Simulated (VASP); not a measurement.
# CdS (Hawleyite) (F-43m) in VASP: a series of runs

The runs below take CdS (Hawleyite) through G0W0 quasiparticle levels, with PBE.

Program: VASP 6.6.1. These are calculated values, not measurements. Logs are shortened: lines on timing, memory, paths and dates and some standing lists are left out, and cuts for length are marked.

### Step 1. The crystal as given

It takes space group F-43m (No. 216, cubic). Conventional cell: a = 5.833 Å, b = 5.833 Å, c = 5.833 Å, α = 90.00°, β = 90.00°, γ = 90.00°. Cd (site symmetry -43m) has 4 S at 2.53 Å as nearest neighbours. S (site symmetry -43m) is surrounded by 4 Cd at 2.53 Å.

### Step 2. G0W0 quasiparticle levels, PBE

POSCAR reads:

```
CdS
1.0
    0.0000000000      2.9165000000      2.9165000000
    2.9165000000      0.0000000000      2.9165000000
    2.9165000000      2.9165000000      0.0000000000
Cd S
1 1
Direct
    0.0000000000      0.0000000000      0.0000000000
    0.7500000000      0.7500000000      0.7500000000
```

INCAR.step1 reads:

```
ALGO = Fast ; EDIFF = 1E-8
ENCUT = 450 ; GGA = PE
ISMEAR = 0 ; LASPH = True
LCHARG = False ; LREAL = False
LWAVE = True ; NELM = 100
PREC = Accurate ; SIGMA = 0.01
```

INCAR.step2 reads:

```
ALGO = Exact ; EDIFF = 1E-8
ENCUT = 450 ; GGA = PE
ISMEAR = 0 ; ISTART = 1
LASPH = True ; LCHARG = False
LOPTICS = True ; LREAL = False
LWAVE = True ; NBANDS = 38
NELM = 1 ; PREC = Accurate
SIGMA = 0.01
```

INCAR.step3 reads:

```
ALGO = EVGW0 ; EDIFF = 1E-8
ENCUT = 450 ; ENCUTGW = 100
GGA = PE ; ISMEAR = 0
ISTART = 1 ; LASPH = True
LCHARG = False ; LREAL = False
LWAVE = False ; NBANDS = 38
NBANDSGW = 17 ; NELMGW = 1
NOMEGA = 48 ; PREC = Accurate
PRECFOCK = Fast ; SIGMA = 0.01
```

KPOINTS reads:

```
k-points
0
Gamma
  2 2 2
```

Potentials or basis: VASP PAW PBE potentials, release 64 (Cd_GW, S_GW).

Started as:

```bash
> cat potpaw_PBE.64/Cd_GW/POTCAR potpaw_PBE.64/S_GW/POTCAR > POTCAR
> cp INCAR.step1 INCAR
> mpirun -np 1 vasp_std > vasp.out
> cp INCAR.step2 INCAR
> mpirun -np 1 vasp_std > vasp.out
> cp INCAR.step3 INCAR
> mpirun -np 1 vasp_std > vasp.out
```

OUTCAR:

```text
EDIFF = 1E-8
   ENCUT = 450
   ENCUTGW = 100
   GGA = PE
   ISMEAR = 0
   ISTART = 1
   LASPH = True
   LREAL = False
   NELMGW = 1
   PREC = Accurate
   PRECFOCK = Fast

 Found      3 irreducible k-points:

 Following reciprocal coordinates:
            Coordinates               Weight
  0.000000  0.000000  0.000000      1.000000
  0.500000  0.000000  0.000000      4.000000
  0.500000  0.500000  0.000000      3.000000
   k-points           NKPTS =      3   k-points in BZ     NKDIM =      8   number of bands    NBANDS=     38
   number of dos      NEDOS =    301   number of ions     NIONS =      2
   total plane-waves  NPLWV =  27000
   dimension x,y,z NGX =    30 NGY =   30 NGZ =   30
   dimension x,y,z NGXF=    60 NGYF=   60 NGZF=   60
   ions per type =               1   1
   NGX,Y,Z   is equivalent  to a cutoff of  12.09, 12.09, 12.09 a.u.
   NGXF,Y,Z  is equivalent  to a cutoff of  24.18, 24.18, 24.18 a.u.
 SYSTEM =  unknown system
   PREC   = accura    normal or accurate (medium, high low for compatibility)
   ISTART =      1    job   : 0-new  1-cont  2-samecut
   ICHARG =      0    charge: 1-file 2-atom 10-const
   ISPIN  =      1    spin polarized calculation?
   LNONCOLLINEAR =      F non collinear calculations
   LSORBIT =      F    spin-orbit coupling
   LASPH  =      T    aspherical Exc in radial PAW
   ENCUT  =  450.0 eV  33.07 Ry    5.75 a.u.   7.13  7.13  7.13*2*pi/ulx,y,z
   NELM   =     60;   NELMIN=  2; NELMDL=  0     # of ELM steps
   EDIFF  = 0.1E-07   stopping-criterion for ELM
   LREAL  =      F    real-space projection
   EDIFFG = 0.1E-06   stopping-criterion for IOM
   NSW    =      0    number of steps for IOM
   IBRION =     -1    ionic relax: 0-MD 1-quasi-New 2-CG
   NFREE  =      0    steps in history (QN), initial steepest desc. (CG)
   ISIF   =      0    stress and relaxation
   ISYM   =      3    0-nonsym 1-usesym 2-fastsym
   POTIM  = 0.5000    time-step for ionic-motion
   TEBEG  =    0.0;   TEEND  =   0.0 temperature during run
   PSTRESS=    0.0 pullay stress
   NELECT =      18.0000    total number of electrons
   NUPDOWN=      -1.0000    fix difference up-down
   EMIN   =  10.00;   EMAX   =-10.00  energy-range for DOS
   EFERMI =   0.00;   METHOD = LEGACY
   ISMEAR =     0;   SIGMA  =   0.01  broadening in eV -4-tet -1-fermi 0-gaus
   EFERMI_NEDOS =   21; number of points for ismear=-14 and -15
   IALGO  =     38    algorithm
   IMIX   =      4    mixing-type and parameters
     AMIX     =   0.40;   BMIX     =  1.00
     AMIX_MAG =   1.60;   BMIX_MAG =  1.00
  volume/ion in A,a.u.               =      24.81       167.41
  Fermi-wavevector in a.u.,A,eV,Ry     =   1.167599  2.206442 18.548649  1.363287
  Thomas-Fermi vector in A             =   2.304097
   LORBIT       =      0    0 simple, 1 ext, 2 COOP (PROOUT), +10 PAW based schemes
   GGA     = PE    functional components
   LHFCALC =     T    Hartree Fock is set to
   PRECFOCK=fast      Normal, Fast or Accurate (Low or Medium for compatibility)
   ENCUT4O =  -1.0   cutoff for four orbital integrals eV
   NKREDX  =     1    reduce k-point grid by
   NKREDY  =     1    reduce k-point grid by
   NKREDZ  =     1    reduce k-point grid by
   AEXX    =    1.0000 exact exchange contribution
   HFSCREEN=    0.0000 screening length (either q_TF or 0.3 A-1)
   HFSCREENC=   0.0000 screening length for correlation (either q_TF or 0.3 A-1)
   ENCUTFOCK=  -1.0 apply spherical cutoff to Coloumb kernel
   IVDW    =     0    specifies the selected vdW correction
   LEPSILON=     F    determine dielectric tensor
   LRPA    =     F    only Hartree local field effects (RPA)
   LRPAFORCE           =     F    calculate RPA forces
   ENCUTGW             = 100.0    cutoff for response function in eV
   ENCUTGWSOFT         =  80.0    soft cutoff for Coulomb kernel in GW response function in eV
   ENCUTLF             =  -1.0    cutoff for local field effects
   NELMGW              =     1    number of iterations in solving QP/BSE equation
   NELMHF              =     1    number of iterations in the inner HF iteration
   NKREDLFX            =     1    NKREDLFY  =   1   NKREDLFZ  =   1
 non-spin polarized calculation
 Gauss-broadening in eV      SIGMA  =   0.01
  energy-cutoff  :      450.00
  volume of cell :       49.62
 maximum number of plane-waves:      1090
 NGX is ok and might be reduce to    30
  NGX = 16; NGY = 16; NGZ = 16
   NGX = 15   NGY = 15   NGZ = 15
 maximum number of plane-waves:       116
 NGX is ok and might be reduce to    14

 QP shifts <psi_nk| G(iteration)W_0 |psi_nk>: iteration 1
 for sc-GW calculations column KS-energies equals QP-energies in previous step
 and V_xc(KS)=  KS-energies - (<T + V_ion + V_H > + <T+V_H+V_ion>^1  + <V_x>^1)

 k-point   1 :       0.0000    0.0000    0.0000
  band No.  KS-energies  QP-energies   sigma(KS)   V_xc(KS)     V^pw_x(r,r')   Z            occupation Imag(sigma)

      1      -9.3578      -9.4150     -13.0484     -12.9588     -20.8198       0.6379       2.0000       1.2973
      2      -5.0938      -6.1780     -16.7185     -15.1966     -23.0627       0.7123       2.0000       0.4293
      3      -5.0938      -6.1780     -16.7185     -15.1966     -23.0627       0.7123       2.0000       0.4293
      4      -5.0938      -6.1780     -16.7185     -15.1966     -23.0627       0.7123       2.0000       0.4293
      5      -4.6533      -5.7970     -17.0865     -15.4936     -23.2941       0.7181       2.0000       0.3581
      6      -4.6533      -5.7970     -17.0865     -15.4936     -23.2941       0.7181       2.0000       0.3581
[... 9 lines left out ...]
     16      14.2641      14.5701      -7.3105      -7.7045      -2.2654       0.7764       0.0000      -0.5363
     17      16.0291      16.0952      -6.9954      -7.0797      -2.0237       0.7844       0.0000      -0.6186

 k-point   2 :       0.5000    0.0000    0.0000
  band No.  KS-energies  QP-energies   sigma(KS)   V_xc(KS)     V^pw_x(r,r')   Z            occupation Imag(sigma)

      1      -8.9220      -9.0441     -13.7884     -13.5976     -21.4489       0.6401       2.0000       1.1698
      2      -4.9809      -6.0778     -16.8089     -15.2724     -23.1177       0.7139       2.0000       0.4181
      3      -4.9809      -6.0778     -16.8089     -15.2724     -23.1177       0.7139       2.0000       0.4181
      4      -4.6143      -5.7629     -17.1482     -15.5532     -23.3719       0.7201       2.0000       0.3626
      5      -4.6143      -5.7629     -17.1482     -15.5532     -23.3719       0.7201       2.0000       0.3626
      6      -4.2362      -5.2793     -16.9368     -15.4893     -23.1514       0.7206       2.0000       0.4090
[... 9 lines left out ...]
     16      15.1857      16.2706      -9.3986     -10.8235      -4.6871       0.7615       0.0000      -0.4207
     17      16.6010      17.6007      -9.1494     -10.4739      -4.1248       0.7549       0.0000      -0.5328

 k-point   3 :       0.5000    0.5000    0.0000
  band No.  KS-energies  QP-energies   sigma(KS)   V_xc(KS)     V^pw_x(r,r')   Z            occupation Imag(sigma)

      1      -8.7887      -8.9403     -14.0415     -13.8053     -21.6600       0.6419       2.0000       1.1361
      2      -4.8978      -6.0264     -16.5659     -14.9925     -22.6815       0.7173       2.0000       0.3926
      3      -4.7611      -5.8722     -17.0913     -15.5431     -23.4140       0.7177       2.0000       0.4052
      4      -4.7611      -5.8722     -17.0913     -15.5431     -23.4140       0.7177       2.0000       0.4052
      5      -4.5682      -5.7180     -17.1808     -15.5871     -23.4018       0.7215       2.0000       0.3545
      6      -4.1580      -5.1594     -16.7006     -15.3116     -22.8708       0.7209       2.0000       0.4163
[... 9 lines left out ...]
     16      16.1302      17.2073      -9.4972     -10.9206      -4.7819       0.7567       0.0000      -0.4411
     17      16.1302      17.2073      -9.4972     -10.9206      -4.7819       0.7567       0.0000      -0.4411
```

It took 36 s on 1 thread of AMD EPYC 7R13 (Zen 3), shared host; peak memory 0.27 GiB.

These settings aren't checked as converged: the numbers below hold their error.

Results:

- Band gap on the k mesh, mean-field level: 0.99 eV, direct
- Quasiparticle gap: 1.56 eV
- Least direct quasiparticle gap: 1.56 eV

Caveat: the k mesh is coarse (spacing up to 0.93 Å⁻¹), so the values aren't converged; bands, screening cutoff and mesh are small and nothing is extrapolated, so the quasiparticle values aren't converged.

### Step 3. G0W0 quasiparticle levels, PBE

POSCAR is that of step 2.

INCAR.step1 is that of step 2.

INCAR.step2, as its differences from that of step 2:

```diff
@@ -5,3 +5,3 @@
 LOPTICS = True ; LREAL = False
-LWAVE = True ; NBANDS = 38
+LWAVE = True ; NBANDS = 68
 NELM = 1 ; PREC = Accurate
```

INCAR.step3 reads:

```
ALGO = EVGW0 ; EDIFF = 1E-8
ENCUT = 450 ; ENCUTGW = 150
GGA = PE ; ISMEAR = 0
ISTART = 1 ; LASPH = True
LCHARG = False ; LREAL = False
LWAVE = False ; NBANDS = 68
NBANDSGW = 17 ; NELMGW = 1
NOMEGA = 48 ; PREC = Accurate
PRECFOCK = Fast ; SIGMA = 0.01
```

KPOINTS is that of step 2.

Potentials or basis: VASP PAW PBE potentials, release 64 (Cd_GW, S_GW).

Started as:

```bash
> cat potpaw_PBE.64/Cd_GW/POTCAR potpaw_PBE.64/S_GW/POTCAR > POTCAR
> cp INCAR.step1 INCAR
> mpirun -np 1 vasp_std > vasp.out
> cp INCAR.step2 INCAR
> mpirun -np 1 vasp_std > vasp.out
> cp INCAR.step3 INCAR
> mpirun -np 1 vasp_std > vasp.out
```

OUTCAR:

```text
EDIFF = 1E-8
   ENCUT = 450
   ENCUTGW = 150
   GGA = PE
   ISMEAR = 0
   ISTART = 1
   LASPH = True
   LREAL = False
   NELMGW = 1
   PREC = Accurate
   PRECFOCK = Fast

 Found      3 irreducible k-points:

 Following reciprocal coordinates:
            Coordinates               Weight
  0.000000  0.000000  0.000000      1.000000
  0.500000  0.000000  0.000000      4.000000
  0.500000  0.500000  0.000000      3.000000
[... 58 lines left out ...]
   ENCUTGW             = 150.0    cutoff for response function in eV
   ENCUTGWSOFT         = 120.0    soft cutoff for Coulomb kernel in GW response function in eV
   ENCUTLF             =  -1.0    cutoff for local field effects
   NELMGW              =     1    number of iterations in solving QP/BSE equation
   NELMHF              =     1    number of iterations in the inner HF iteration
   NKREDLFX            =     1    NKREDLFY  =   1   NKREDLFZ  =   1
 non-spin polarized calculation
 Gauss-broadening in eV      SIGMA  =   0.01
  energy-cutoff  :      450.00
  volume of cell :       49.62
 maximum number of plane-waves:      1090
 NGX is ok and might be reduce to    30
  NGX = 16; NGY = 16; NGZ = 16
   NGX = 15   NGY = 15   NGZ = 15
 maximum number of plane-waves:       210

 QP shifts <psi_nk| G(iteration)W_0 |psi_nk>: iteration 1
 for sc-GW calculations column KS-energies equals QP-energies in previous step
 and V_xc(KS)=  KS-energies - (<T + V_ion + V_H > + <T+V_H+V_ion>^1  + <V_x>^1)

 k-point   1 :       0.0000    0.0000    0.0000
  band No.  KS-energies  QP-energies   sigma(KS)   V_xc(KS)     V^pw_x(r,r')   Z            occupation Imag(sigma)

      1      -9.3578      -9.7118     -13.4977     -12.9588     -20.8198       0.6570       2.0000       1.4076
      2      -5.0938      -6.5280     -17.1850     -15.1966     -23.0627       0.7212       2.0000       0.4207
      3      -5.0938      -6.5280     -17.1850     -15.1966     -23.0627       0.7212       2.0000       0.4207
      4      -5.0938      -6.5280     -17.1850     -15.1966     -23.0627       0.7212       2.0000       0.4207
      5      -4.6533      -6.1468     -17.5457     -15.4936     -23.2941       0.7278       2.0000       0.3646
      6      -4.6533      -6.1468     -17.5457     -15.4936     -23.2941       0.7278       2.0000       0.3646
[... 38 lines left out ...]
      3      -4.7611      -6.2424     -17.5736     -15.5431     -23.4140       0.7296       2.0000       0.3873
      4      -4.7611      -6.2424     -17.5736     -15.5431     -23.4140       0.7296       2.0000       0.3873
      5      -4.5682      -6.0653     -17.6319     -15.5871     -23.4018       0.7322       2.0000       0.3582
      6      -4.1580      -5.5097     -17.1593     -15.3116     -22.8708       0.7315       2.0000       0.4244
[... 9 lines left out ...]
     16      16.1302      16.8698      -9.9540     -10.9206      -4.7819       0.7652       0.0000      -0.4995
     17      16.1302      16.8698      -9.9540     -10.9206      -4.7819       0.7652       0.0000      -0.4995
```

OUTCAR.step1:

```text
EDIFF = 1E-8
   ENCUT = 450
   GGA = PE
   ISMEAR = 0
   LASPH = True
[... 155 lines left out ...]
 -----------------------------------------------------------------------------------
      0.00000      0.00000      0.00000         0.000000      0.000000      0.000000
      4.37475      4.37475      4.37475        -0.000000     -0.000000     -0.000000
 -----------------------------------------------------------------------------------
    total drift:                               -0.000000     -0.000000     -0.000000

  FREE ENERGIE OF THE ION-ELECTRON SYSTEM (eV)
  ---------------------------------------------------
  free  energy   TOTEN  =        -5.2176620612 eV

  energy  without entropy=       -5.2176620612  energy(sigma->0) =       -5.21766206
```

Wall time 36 s (1 thread of AMD EPYC 7R13 (Zen 3), shared host); peak memory 0.27 GiB.

These settings aren't checked as converged: the numbers below hold their error.

Results:

- Band gap on the k mesh, mean-field level: 0.99 eV, direct
- Quasiparticle gap: 1.61 eV
- Least direct quasiparticle gap: 1.61 eV

Caveat: the k mesh is coarse (spacing up to 0.93 Å⁻¹), so the values aren't converged; bands, screening cutoff and mesh are small and nothing is extrapolated, so the quasiparticle values aren't converged.

[end of part 1 of 2]
